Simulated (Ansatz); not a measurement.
**Ga: frozen-core PAW against all-electron methods**

```
CELL_PARAMETERS angstrom
-1.39584 1.39584 2.33033
1.39584 -1.39584 2.33033
1.39584 1.39584 -2.33033
ATOMIC_POSITIONS crystal
Ga 0.00000 0.00000 0.00000
```

The cell is the one relaxed in the Materials Project (mp-140), not relaxed further here; entries there can be hypothetical. The listed cell was then made from it by scaling, straining or moving an atom.

Methods: DFT, LDA, PAW with Ansatz's default frozen-core files, scalar-relativistic (Ansatz 0.2.0); DFT, LDA, all-electron LAPW, scalar-relativistic (Ansatz 0.2.0).

For PAW: a Γ-centred 18×18×18 k mesh, Fermi–Dirac smearing of 0.05 eV, cutoff 420 eV, no spin polarisation; the PAW files were made with PBE, and the program remakes their frozen cores for this functional. LAPW targets a basis error of 0.5 meV/atom. The Ansatz runs share mesh, smearing and spin set-up. Plane-wave (PAW) pressures include the program's estimate of the Pulay term.

Stress and pressure are positive in compression.

The change that made this cell: volume scaled by 1.025.

PAW results:

```json
{"quantity": "pressure (GPa)", "PAW": "-3.20"}
{"quantity": "stress xx (GPa)", "PAW": "-2.79"}
{"quantity": "stress zz (GPa)", "PAW": "-4.02"}
```

**Question.** What does all-electron LAPW give for the same quantities?

**Answer.** 
| quantity | LAPW |
| --- | --- |
| pressure (GPa) | -3.16 |
| stress xx (GPa) | -2.75 |
| stress zz (GPa) | -3.98 |
